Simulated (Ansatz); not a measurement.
Planning a run of Ansatz 0.2.0 on BaTiO3 (P4mm). The input:

```yaml
crystal:
  lattice:
    - [3.99048, 0.0, 0.0]
    - [0.0, 3.99048, 0.0]
    - [0.0, 0.0, 4.02303]
  atoms:
    - { symbol: Ba, position: [0.0, 0.0, 0.0] }
    - { symbol: Ti, position: [0.5, 0.5, 0.522] }
    - { symbol: O, position: [0.5, 0.5, 0.979] }
    - { symbol: O, position: [0.5, 0.0, 0.488] }
    - { symbol: O, position: [0.0, 0.5, 0.488] }
kpoints:
  mp_grid: { grid: [4, 4, 4] }
hamiltonian:
  xc: pbe
scf:
  occupations: { method: fixed }
gw:
  n_empty_bands: 191
  ecut_chi: 120
  qp_bands: [v2, c2]
  qp_kpoints: band_edges
  screening: { model: godby_needs }
```

```sh
ansatz run input.yaml --threads 3 --pin off --max-ram 92160MiB --backend cuda --events-out ev --progress --plain --runs-dir out --devices 1 --max-vram 13GiB
```

Question: How long will it take on 1 × NVIDIA H100 80GB HBM3 (shared by 6 runs) with 3 threads of AMD EPYC 7R13 (Zen 3), shared host, and how much memory?

It took 28 s; on shared hardware allow 14 s to 56 s. Peak host memory was 1.3 GiB. The sizes that set the cost: 1245 plane waves a state, 18 irreducible k points, 211 bands summed, 179 plane waves in the screening and 7 SCF cycles.

The screening grows as filled bands × empty bands × pairs of k points, times the square of the screening basis for the matrix.

[Paths, hosts, dates, memory and timing lines, banners, echoed tables and standing remarks are left out of the program output.]

[Logs are printed without paths, hosts, clocks, repeated set-up lines and the standing remarks that a program may print on its own settings, such as how far it seeks lower states.]

[Runs of the session that timed out or met a known fault of the program may be left out.]

[Cells called generated may have been cut or substituted from an entry of the Crystallography Open Database or the Materials Project.]

[Hosts, paths, dates, database ids (printed as entryN), source tags and the programs' standing remarks are cut or masked in the printed files.]
